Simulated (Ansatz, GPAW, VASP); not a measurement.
**One calculation of CoO, 3 ways**

```
Co O
1.0
     0.00000    2.13150    2.13150
     2.13150    0.00000    2.13150
     2.13150    2.13150    0.00000
Co O
1 1
Direct
  0.00000 0.00000 0.00000
  0.50000 0.50000 0.50000
```

Alike in all runs: task single point; functional PBE; k mesh 11 × 11 × 11; occupations gaussian, width 0.02 eV; collinear spin, ferromagnetic start; no spin-orbit coupling. The measured crystal is an antiferromagnetic insulator; the state found here is the runs' own. Pressure is positive in compression and, in plane waves, holds the error of the finite cutoff, which Ansatz's Pulay term estimates and takes out.

| program and potentials | plane-wave cutoff (eV) | notes | pressure (GPa) | net moment per atom (μB) |
| --- | --- | --- | --- | --- |
| Ansatz, Ansatz PAW | 420 | 11.5 valence electrons an atom on average; Pulay term of +0.74 GPa included | -1.57 | 1.49 |
| VASP, PBE PAW files Co, O, release 54, 520 eV | 520 | 7.5 valence electrons an atom on average | -2.41 | 1.46 |
| GPAW, GPAW PAW data sets (gpaw-data 1.2.1) | 800 | 7.5 valence electrons an atom on average | -1.05 | 1.49 |

The pressure spans -2.41 (VASP, PBE PAW files Co, O, release 54, 520 eV) to -1.05 GPa (GPAW, GPAW PAW data sets (gpaw-data 1.2.1)). The net moment per atom spans 1.46 (VASP, PBE PAW files Co, O, release 54, 520 eV) to 1.49 μB (GPAW, GPAW PAW data sets (gpaw-data 1.2.1)). The state is the one that the start led to, which needn't be the lowest.

Differences between rows come from potentials, basis sets and numerical settings, since the functional is the same but for its coding. Runs on potential files found faulty are left out.
